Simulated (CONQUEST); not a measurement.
SnO2 (Cassiterite):

```
Sn O
1.0
     3.18650    0.00000    0.00000
     0.00000    4.73800    0.00000
     0.00000    0.00000    4.73800
Sn O
2 4
Direct
  0.50000 0.50000 0.50000
  0.00000 0.00000 0.00000
  0.50000 0.19290 0.19290
  0.00000 0.69290 0.30710
  0.50000 0.80710 0.80710
  0.00000 0.30710 0.69290
```

```yaml
Program: CONQUEST 1.3
Task: single point
Functional: PBE
Potentials_or_basis: PseudoDojo NC PBE, DZP, grid cutoff 150 Ha
k_mesh: 8 × 6 × 6
Occupations: fermi-dirac, width 0.05 eV
Spin: no spin polarisation
```

On this cell: pressure 17.8 GPa; largest force 0.274 eV/Å; band gap on the k mesh 1.04 eV, direct.

The same run follows on a disturbed copy (atoms moved at random, drawn with an rms of 0.05 Å):

```
CELL_PARAMETERS angstrom
3.18650 0.00000 0.00000
0.00000 4.73800 0.00000
0.00000 0.00000 4.73800
ATOMIC_POSITIONS crystal
Sn 0.49746 0.50951 0.49864
Sn 0.99823 0.00615 0.00976
O 0.50555 0.19471 0.19258
O 0.00342 0.69922 0.30269
O 0.50986 0.81229 0.79193
O 0.98763 0.30649 0.69155
```

What changes?

The energy moves by +19.2 meV/atom; pressure 17.7 GPa; largest force 1.925 eV/Å; band gap on the k mesh 0.92 eV, direct.

Forces on the atoms (eV/Å):
```
Sn  -0.112 -0.958  0.206
Sn   0.676 -0.255 -1.784
O   -0.490  0.656  0.571
O   -0.168 -0.352 -0.013
O   -0.461  0.842  1.116
O    0.576  0.091 -0.084
```

Stress tensor (GPa, compression positive):
```
21.55 -0.99  0.76
-0.99 16.17  0.13
 0.76  0.13 15.36
```

Caveats: spin-orbit coupling is left out, which moves the levels of the heavy elements; the basis of atomic orbitals isn't converged, which shifts pressures, moduli and gaps; so large a pressure means that the cell lies far from this level's equilibrium, or that cutoff or potentials fall short (some runs).

